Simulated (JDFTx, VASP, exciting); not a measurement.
# CdS: 3 runs at one level of theory

```
Cd S
1.0
     4.15000    0.00000    0.00000
    -2.07500    3.59401    0.00000
     0.00000    0.00000    6.73700
Cd S
2 2
Cartesian
  2.0750 1.1980 3.3685
  0.0000 2.3960 0.0000
  2.0750 1.1980 5.8949
  0.0000 2.3960 2.5264
```

Alike in all runs: task single point; functional PBE; k mesh 7 × 7 × 4; occupations gaussian, width 0.011 eV; no spin polarisation; no spin-orbit coupling. Pressure is positive in compression and, in plane waves, holds the error of the finite cutoff.

```tsv
program and potentials	plane-wave cutoff (eV)	notes	pressure (GPa)	largest force (eV/Å)
exciting, all-electron LAPW+lo, shipped species files, valence relativity iora*	-	-	-	0.068
JDFTx, PseudoDojo-SR-PBE-0.5-standard with smoothed tails	1388	13 valence electrons an atom on average	2.08	0.069
VASP, PBE PAW files Cd, S, 520 eV	520	9 valence electrons an atom on average	2.42	0.069
```

Force on atom 3 (S), eV/Å:

```json
{"program and potentials": "exciting, all-electron LAPW+lo, shipped species files, valence relativity iora*", "x": "0.000", "y": "0.000", "z": "0.068"}
{"program and potentials": "JDFTx, PseudoDojo-SR-PBE-0.5-standard with smoothed tails", "x": "0.000", "y": "0.000", "z": "0.068"}
{"program and potentials": "VASP, PBE PAW files Cd, S, 520 eV", "x": "0.000", "y": "0.000", "z": "0.069"}
```

The pressure spans 2.08 (JDFTx, PseudoDojo-SR-PBE-0.5-standard with smoothed tails) to 2.42 GPa (VASP, PBE PAW files Cd, S, 520 eV).

The functional is the same throughout but for its coding, so the spread measures potentials, basis and numerics; runs on potential files found faulty are left out.

Both plane-wave runs put this wurtzite cell under compression, so PBE would favour a larger volume. This fits the functional's usual underbinding of II-VI semiconductors, whose lattice constants it tends to overestimate. The force on sulfur points along +z, away from the cadmium directly below it, and so acts to lengthen the axial Cd–S bond. The geometry suggests why: the internal coordinate has its ideal value while c/a is slightly below ideal, leaving the axial bond shorter than the three basal ones. Relaxation would probably bring the four bonds closer to equal length, while the threefold axis forbids any lateral force.

The two runs nearly agree on this force, at 0.068 eV/Å in JDFTx and 0.069 eV/Å in VASP, but differ in pressure, 2.08 against 2.42 GPa, perhaps partly because they treat the Cd 4s and 4p semicore shells differently. The internal distortion is therefore the more secure result, whereas the equilibrium volume would carry some dependence on the potential. The scalar pressure doesn't show how the expansion would divide between a and c.
